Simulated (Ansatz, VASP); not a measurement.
# P in VASP and in Ansatz

Contents of INCAR:

```
PREC = Accurate ; ENCUT = 520
EDIFF = 1E-7 ; ISMEAR = -1
SIGMA = 0.05 ; LREAL = False
LASPH = True ; NELM = 60
ALGO = Normal ; ISIF = 2
LWAVE = False ; LCHARG = False
GGA = PE ; NBANDS = 12
```

The input KPOINTS:

```
Automatic mesh
0
Gamma
  9 9 9
```

File POSCAR:

```
P
1.0
    1.7371541546      1.0029464188      3.1504069738
   -1.7371541546      1.0029464188      3.1504069738
    0.0000000000     -2.0058928376      3.1504069738
P
2
Direct
    0.7729197500      0.7729197500      0.7729197500
    0.2270802500      0.2270802500      0.2270802500
```

File input.yaml:

```yaml
crystal:
  lattice:
    - [1.7371541546, 1.0029464188, 3.1504069738]
    - [-1.7371541546, 1.0029464188, 3.1504069738]
    - [0.0, -2.0058928376, 3.1504069738]
  atoms:
    - { symbol: P, position: [0.77291975, 0.77291975, 0.77291975] }
    - { symbol: P, position: [0.22708025, 0.22708025, 0.22708025] }
hamiltonian:
  xc: pbe
  pseudopotentials: { kind: paw }
kpoints:
  mp_grid: { grid: [9, 9, 9] }
scf:
  occupations: { method: fermi_dirac, width: 0.05 }
output:
  forces: true
  stress: true
  eigenvalues: true
  write_density: true
  write_potential: true
  elf: true
  volumetric_format: npy
```

Change from the starting cell: volume scaled by 1.02.

Alike in both runs: task single point; functional PBE; k mesh 9 × 9 × 9; occupations fermi-dirac, width 0.05 eV; no spin polarisation.

|  | VASP | Ansatz |
| --- | --- | --- |
| version | VASP 6.6.1 | Ansatz 0.2.0 |
| potentials or method | VASP PAW PBE potentials, release 64 (P) | Ansatz PAW |
| plane-wave cutoff (eV) | 520 | 420 |
| valence electrons in the cell | 10 | 10 |

|  | VASP | Ansatz | Ansatz less VASP |
| --- | --- | --- | --- |
| gap on the k mesh at the Fermi level (eV) | none | none | - |
| pressure (GPa) | -0.2 | 0.1 | +0.28 |
| largest component of the traceless stress (GPa) | 0.50 | 0.70 | +0.205 |
| rms of the force components (eV/Å) | 0.031 | 0.058 | +0.0270 |

Atom by atom the forces differ by 0.027 eV/Å (rms over components). A gap of «none» marks a metal or a gap that the smearing closes. With one functional, cell and mesh, what is left measures potentials, basis and numerics.
